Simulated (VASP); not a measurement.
# HfC: relaxation of cell and atoms with revPBE+D4

HfC:

```
Hf C
1.0
     0.00000    2.32500    2.32500
     2.32500    0.00000    2.32500
     2.32500    2.32500    0.00000
Hf C
1 1
Cartesian
  2.3250 2.3250 2.3250
  0.0000 0.0000 0.0000
```

```
Program                : VASP 6.6.1
Task                   : relaxation of cell and atoms
Functional             : revPBE
Dispersion             : D4
Potentials or basis    : VASP PAW PBE potentials, release 64 (Hf_pv, C)
Cutoff                 : 600 eV
k mesh                 : 10 × 10 × 10
Occupations            : fermi-dirac, width 0.05 eV
Spin                   : no spin polarisation
Further INCAR settings : ALGO = Normal; EDIFF = 1e-06; IBRION = 2; EDIFFG = -0.01; NSW = 40; ISIF = 3
```

The relaxed volume is 12.34 Å³/atom, the relaxed cell is a = 3.268 Å, b = 3.268 Å, c = 3.268 Å, α = 60.00°, β = 60.00°, γ = 60.00° and the space group after relaxing (to 0.05 Å) is Fm-3m (No. 225). The energy gained by relaxing is 3.2 meV/atom, the ionic steps are 3 and the pressure after relaxing is -0.1 GPa. The band gap on the k mesh is none (metal or under the smearing width) and the dispersion energy per atom is -0.428 eV.

Step by step:
```csv
step,energy change (eV),largest force (eV/Å),pressure (GPa),volume (Å³)
1,0.0000,0.0000,-4.35,25.14
2,0.0121,0.0000,8.06,23.92
3,-0.0064,0.0000,-0.05,24.68
```

Final structure:
```yaml
crystal:
  lattice:
    - [0.00000, 2.31072, 2.31072]
    - [2.31072, 0.00000, 2.31072]
    - [2.31072, 2.31072, 0.00000]
  atoms:
    - { symbol: Hf, position: [0.50000, 0.50000, 0.50000] }
    - { symbol: C, position: [0.00000, 0.00000, 0.00000] }
```

Levels at points of the mesh, in eV from the Fermi level:
| k point | band 4 | band 5 | band 6 | band 7 | band 8 | band 9 | band 10 | band 11 |
| --- | --- | --- | --- | --- | --- | --- | --- | --- |
| (0.00, 0.00, 0.00) | -12.47 | 0.98 | 0.98 | 0.98 | 1.39 | 1.39 | 1.39 | 3.43 |
| (0.50, 0.00, 0.00) | -8.64 | -6.25 | -3.07 | -3.07 | 5.43 | 5.43 | 5.90 | 6.60 |
| (0.50, 0.50, 0.00) | -10.57 | -2.61 | -1.84 | -0.11 | -0.11 | 5.40 | 6.89 | 6.89 |

Run time: 29 s on 1 thread of Intel(R) Xeon(R) Platinum 8375C CPU @ 2.90GHz (Ice Lake), with other jobs on the host, peak memory 0.17 GiB.

Caveat: the PAW data sets were made with another functional, which shifts forces and pressure a little; pairwise dispersion overbinds metals, which lowers pressure and volume. The run has no spin-orbit coupling, so splittings on Hf are missing.
